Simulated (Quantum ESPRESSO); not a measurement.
A run of Quantum ESPRESSO 7.5 is set up as follows.

File pw.in:

```
&CONTROL
  calculation = 'scf'
  prefix = 'pwscf'
  outdir = './tmp'
  pseudo_dir = './pseudo'
  tprnfor = .true.
  tstress = .true.
  disk_io = 'nowf'
/
&SYSTEM
  ibrav = 0
  nat = 10
  ntyp = 2
  ecutwfc = 70
  ecutrho = 560
  nbnd = 57
  occupations = 'smearing'
  smearing = 'fd'
  degauss = 0.00367493
/
&ELECTRONS
  conv_thr = 2d-09
  electron_maxstep = 120
  mixing_beta = 0.5
/
ATOMIC_SPECIES
Ga    69.7230 Ga.pbe-dn-kjpaw_psl.1.0.0.UPF
O     15.9990 O.pbe-n-kjpaw_psl.0.1.UPF
CELL_PARAMETERS angstrom
   6.1070000000   -1.5185500000    0.0000000000
   6.1070000000    1.5185500000    0.0000000000
  -1.3859888959    0.0000000000    5.6300087380
ATOMIC_POSITIONS crystal
Ga     0.3413400000    0.3413400000    0.6859800000
Ga     0.6586600000    0.6586600000    0.3140200000
Ga     0.9095000000    0.9095000000    0.2054000000
Ga     0.0905000000    0.0905000000    0.7946000000
O      0.5041000000    0.5041000000    0.7434000000
O      0.4959000000    0.4959000000    0.2566000000
O      0.8267000000    0.8267000000    0.4368000000
O      0.1733000000    0.1733000000    0.5632000000
O      0.8355000000    0.8355000000    0.8902000000
O      0.1645000000    0.1645000000    0.1098000000
K_POINTS automatic
9 9 5 0 0 0
```

Potentials or basis: SSSP 1.3 efficiency PBE.

Launch:

```sh
$ OMP_NUM_THREADS=1 mpirun -n 2 pw.x -nk 2 -in pw.in > pw.out
```

What does it give for the pressure?

9.2 GPa.

Estimate the band gap on the k mesh.

2.44 eV, indirect (least direct gap 2.46 eV).

Forces in eV/Å, atoms in the order of the input:
```
Ga   0.020  0.000 -0.073
Ga  -0.020  0.000  0.073
Ga  -0.116  0.000 -0.059
Ga   0.116  0.000  0.059
O   -0.187  0.000 -0.060
O    0.187  0.000  0.060
O    0.004  0.000  0.065
O   -0.004  0.000 -0.065
O   -0.218  0.000  0.068
O    0.218  0.000 -0.068
```

Caveat: an odd mesh through Γ misses points on the zone boundary, where band edges often lie.
